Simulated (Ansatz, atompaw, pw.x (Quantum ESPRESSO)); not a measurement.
Which Lu potential is closest to all-electron in the sc crystal?

All use PBE, scalar-relativistic, no spin, cutoffs from each file’s atomic test, pw.x 7.5; 10³ k-points, Fermi–Dirac smearing 0.01 Ry. Δ is the rms difference from all-electron LAPW of the E(V) curves that follow from fits to the pressures, over ±6 % in volume. Mesh and smearing are coarse and serve the comparison alone. The files are a selection: those with a ghost or negative overlap were mostly not run, and those with noisy or unconverged pressures or nearly equal Δ are left out.

All-electron: a0 = 3.209 Å (V0 = 33.03 Å³/atom), B0 = 28.6 GPa.

**Question.** Rank them by Δ, smallest first.
A. PAW, atompaw 4.2.0.5, PBE; core [Kr] 4d10, reference 4f13.5 5s2 5p6 5d1.5 6s2 6p0; waves: 5s (bound); 6s (bound); 5p (bound); 6p (bound, empty); 5d (bound); 5d channel at 0.5 Ry; 4f (bound); 4f channel at -0.5 Ry; local part: vpsmatchnc scheme with l = 4 at 1 Ry, radius 2.95 bohr; core correction: smooth core density matched at 2.05 bohr; augmentation: sinc compensation charge, radius 2.80 bohr; PAW radius 3.00 bohr; waves and projectors: bloechl.
B. PAW, atompaw 4.2.0.5, PBE; core [Kr] 4d10, reference 4f14 5s2 5p6 5d1 6s1 6p1; waves: 5s (bound); 6s (bound); 5p (bound); 6p (bound); 5d (bound); 5d channel at 1.2 Ry; 4f (bound); 4f channel at 0.4 Ry; local part: troulliermartins scheme with l = 4 at 0 Ry, radius 2.25 bohr; core correction: smooth core density matched at 1.90 bohr; augmentation: sinc compensation charge, radius 2.60 bohr; PAW radius 3.00 bohr; waves and projectors: bloechl.
C. PAW, atompaw 4.2.0.5, PBE; core [Kr] 4d10, reference 4f14 5s2 5p6 5d2 6s1 6p0; waves: 5s (bound); 6s (bound); 5p (bound); 6p (bound, empty); 5d (bound); 5d channel at 1.2 Ry; 4f (bound); 4f channel at -0.3 Ry; local part: bessel scheme, radius 1.60 bohr; core correction: smooth core density matched at 1.80 bohr; augmentation: gaussian compensation charge, radius 1.70 bohr; PAW radius 1.95 bohr; waves and projectors: bloechl.

**Answer.** C (1.4 meV/atom), B (2.6 meV/atom), A (5.7 meV/atom).
